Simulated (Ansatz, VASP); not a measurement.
# One calculation of Al, two programs

INCAR

```
PREC = Accurate
ENCUT = 520
EDIFF = 1E-7
ISMEAR = -1
SIGMA = 0.08
LREAL = F
LASPH = T
NELM = 100
ALGO = Normal
ISIF = 2
LWAVE = F
LCHARG = T
GGA = PS
LELF = T
LVHAR = T
NBANDS = 8
```

KPOINTS

```
Automatic mesh
0
Gamma
  18 18 18
```

Contents of POSCAR:

```
Al
1.0
    0.0000000000      1.5385914522      1.5385914522
    1.5385914522      0.0000000000      1.5385914522
    1.5385914522      1.5385914522      0.0000000000
Al
1
Direct
    0.0000000000      0.0000000000      0.0000000000
```

Input for Ansatz:

```yaml
crystal:
  lattice:
    - [0.0, 1.5385914522, 1.5385914522]
    - [1.5385914522, 0.0, 1.5385914522]
    - [1.5385914522, 1.5385914522, 0.0]
  atoms:
    - { symbol: Al, position: [0.0, 0.0, 0.0] }
kpoints:
  mp_grid: { grid: [18, 18, 18] }
  band_path:
    path:
      - [0.0, 0.0, 0.0]
      - [0.5, 0.0, 0.5]
      - [0.625, 0.25, 0.625]
      - [0.375, 0.375, 0.75]
      - [0.0, 0.0, 0.0]
      - [0.5, 0.5, 0.5]
      - [0.5, 0.25, 0.75]
      - [0.5, 0.0, 0.5]
    npoints: 8
scf:
  occupations: { method: fermi_dirac, width: 0.08 }
hamiltonian:
  xc: pbesol
  pseudopotentials: { kind: paw }
output:
  forces: true
  stress: true
  eigenvalues: true
  populations: true
  dos: { projected: true, de: 0.2, e_range: [-14, 8] }
  write_density: true
  write_potential: true
  elf: true
  volumetric_format: npy
```

Change from the starting cell: volume scaled by 0.45, PAW files.

Alike in both runs: task single point; functional PBEsol; k mesh 18 × 18 × 18; occupations fermi-dirac, width 0.08 eV; no spin polarisation.

|  | VASP | Ansatz |
| --- | --- | --- |
| version | VASP 6.6.1 | Ansatz 0.2.0 |
| potentials or method | VASP PAW PBE potentials, release 64 (Al) | PAW with Ansatz's default frozen-core files, scalar-relativistic |
| plane-wave cutoff (eV) | 520 | 420 |
| valence electrons in the cell | 3 | 3 |

VASP gave:

- pressure (GPa): 343.4

**Question.** What did Ansatz give for the same quantities?

**Answer.** Pressure (GPa): 338.8.

With one functional, cell and mesh, what is left measures potentials, basis and numerics.

Caveats: the cell as given lies far from equilibrium; so large a pressure means that the cell lies far from this level's equilibrium, or that cutoff or potentials fall short (VASP); the potentials were made for another functional, which shifts forces and pressure (VASP).
